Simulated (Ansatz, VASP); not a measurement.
**GaN in VASP and in Ansatz**

INCAR

```
PREC = Accurate
ENCUT = 520
EDIFF = 1E-6
ISMEAR = -1
SIGMA = 0.02
LREAL = False
LASPH = True
NELM = 60
ALGO = Normal
ISIF = 2
LWAVE = False
LCHARG = False
GGA = PS
NBANDS = 16
```

The input KPOINTS:

```
Automatic mesh
0
Gamma
  10 10 10
```

POSCAR

```
GaN
1.0
    0.0000000000      1.9991196500      1.9991196500
    1.9991196500      0.0000000000      1.9991196500
    1.9991196500      1.9991196500      0.0000000000
Ga N
1 1
Direct
    0.5000000000      0.5000000000      0.5000000000
    0.0000000000      0.0000000000      0.0000000000
```

Input for Ansatz:

```yaml
crystal:
  lattice:
    - [0.0, 1.99911965, 1.99911965]
    - [1.99911965, 0.0, 1.99911965]
    - [1.99911965, 1.99911965, 0.0]
  atoms:
    - { symbol: Ga, position: [0.5, 0.5, 0.5] }
    - { symbol: "N", position: [0.0, 0.0, 0.0] }
kpoints:
  mp_grid: { grid: [10, 10, 10] }
  band_path:
    path:
      - [0.0, 0.0, 0.0]
      - [0.5, 0.0, 0.5]
      - [0.625, 0.25, 0.625]
      - [0.375, 0.375, 0.75]
      - [0.0, 0.0, 0.0]
      - [0.5, 0.5, 0.5]
      - [0.5, 0.25, 0.75]
      - [0.5, 0.0, 0.5]
    npoints: 5
scf:
  occupations: { method: fermi_dirac, width: 0.02 }
hamiltonian:
  xc: pbesol
  pseudopotentials: { kind: all_electron, lapw: { basis_error: 0.00025 } }
output:
  forces: true
  stress: true
  eigenvalues: true
```

Change from the starting cell: volume scaled by 1.01.

Alike in both runs: task single point; functional PBEsol; k mesh 10 × 10 × 10; occupations fermi-dirac, width 0.02 eV; no spin polarisation.

|  | VASP | Ansatz |
| --- | --- | --- |
| version | VASP 6.6.1 | Ansatz 0.2.0 |
| potentials or method | VASP PAW PBE potentials, release 64 (Ga_d, N) | all-electron LAPW, scalar-relativistic |
| plane-wave cutoff (eV) | 520 | see its input |

```csv
,VASP,Ansatz,Ansatz less VASP
gap on the k mesh at the Fermi level (eV),1.65,1.67,+0.013
pressure (GPa),54.8,54.2,-0.56
```

Ansatz ran all-electron here, so the differences hold the error of VASP's frozen core and of both bases.

Caveats: so large a pressure means that the cell lies far from this level's equilibrium, or that cutoff or potentials fall short (VASP); the potentials were made for another functional, which shifts forces and pressure (VASP). A k mesh can miss the band edges.
